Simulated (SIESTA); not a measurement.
**CuO in SIESTA: convergence with k mesh**

Input of the first run (k mesh 2 × 2 × 1); the others differ in this setting and in those tied to it:

CuO.fdf

```
SystemName                      CuO
SystemLabel                     CuO
NumberOfSpecies                 2
NumberOfAtoms                   4
%block ChemicalSpeciesLabel
  1  29 Cu
  2   8 O
%endblock ChemicalSpeciesLabel

LatticeConstant                 1.0 Ang
%block LatticeVectors
     2.8795009639     0.0000000000     0.0000000000
     0.0390727580     2.8792794796     0.0000000000
     0.0174953863     0.0172449008     5.1763391994
%endblock LatticeVectors
AtomicCoordinatesFormat         Fractional
%block AtomicCoordinatesAndAtomicSpecies
    -0.0130100000     0.5065550000    -0.0001290000  1  Cu
     0.4863870000     0.0009910000     0.5025370000  1  Cu
     0.9959260000    -0.0093790000     0.7470280000  2  O
     0.0000390000     0.9917150000     0.2500130000  2  O
%endblock AtomicCoordinatesAndAtomicSpecies

%block kgrid.MonkhorstPack
    2   0   0  0.0
    0   2   0  0.0
    0   0   1  0.0
%endblock kgrid.MonkhorstPack
XC.Functional                   GGA
XC.Authors                      PBEsol
PAO.BasisSize                   DZP
PAO.EnergyShift                 0.003 Ry
Mesh.Cutoff                     800 Ry
OccupationFunction              FD
ElectronicTemperature           0.05 eV
MaxSCFIterations                120
SCF.MustConverge                false
SCF.Mixer.Method                Pulay
SCF.Mixer.Weight                0.25
SCF.Mixer.History               8
SCF.DM.Tolerance                5.0e-05
SCF.H.Tolerance                 1.0e-03 eV
WriteForces                     true
Charge.Mulliken                 end
%block PAO.Basis
  Cu 5
  n=3 0 2
    2.374 0.000
  n=4 0 2
    7.224 0.000
  n=3 1 2
    2.662 0.000
  n=4 1 1
    7.224
  n=3 2 2
    4.908 0.000
%endblock PAO.Basis
```

Potentials or basis: PseudoDojo 0.4 standard (PBEsol files), DZP (energy shift 0.003 Ry; two zetas on semicore shells).

Launch:

```bash
$ siesta < CuO.fdf > CuO.out 2>&1
```

The cell isn't the ideal one: atoms moved at random, drawn with an rms of 0.05 Å.

The cell comes from a database or a generator and needn't be the stable form of this composition.

Hardware: 1 thread of Intel(R) Xeon(R) 6975P-C (Granite Rapids) (shared host).

Question: The values tried are 2 × 2 × 1, 4 × 4 × 2, 5 × 5 × 3, 6 × 6 × 4, 8 × 8 × 4, 9 × 9 × 5, 11 × 11 × 6, loosest first. From which on does the pressure stay within 0.1 GPa of the tightest run that finished?

Answer: From 6 × 6 × 4 on.

| k mesh | energy less the tightest run, at zero smearing (meV/atom) | pressure (GPa) | largest force (eV/Å) | SCF cycles | CPU time (s) | peak memory (GiB) |
| --- | --- | --- | --- | --- | --- | --- |
| 2 × 2 × 1 | 320.63 | 5.86 | 0.440 | 13 | 32 | 0.33 |
| 4 × 4 × 2 | -22.13 | -0.29 | 0.765 | 12 | 32 | 0.33 |
| 5 × 5 × 3 | -2.32 | -0.46 | 0.709 | 13 | 34 | 0.33 |
| 6 × 6 × 4 | -3.42 | -0.31 | 0.691 | 13 | 38 | 0.33 |
| 8 × 8 × 4 | -3.46 | -0.27 | 0.689 | 12 | 39 | 0.33 |
| 9 × 9 × 5 | 0.33 | -0.24 | 0.701 | 12 | 43 | 0.33 |
| 11 × 11 × 6 | 0.00 | -0.26 | 0.690 | 12 | 53 | 0.32 |

Against the tightest run, the energy stays within 1 meV/atom from 9 × 9 × 5 on. Not settled before the last step: the largest force (to 0.005 eV/Å). Meshes of other sizes hit other points, so gaps and Fermi surfaces needn't settle smoothly. The tightest run that finished is the yardstick and may itself not be fully converged.

Caveat, for the tightest run too: short orbitals over semicore shells can move pressures by several GPa; the basis of atomic orbitals isn't converged, which shifts pressures, moduli and gaps; the run has no spin polarisation, though such a crystal can be magnetic; semilocal functionals often make such compounds metallic where correlation or magnetic order opens a gap, which also shifts bond lengths.
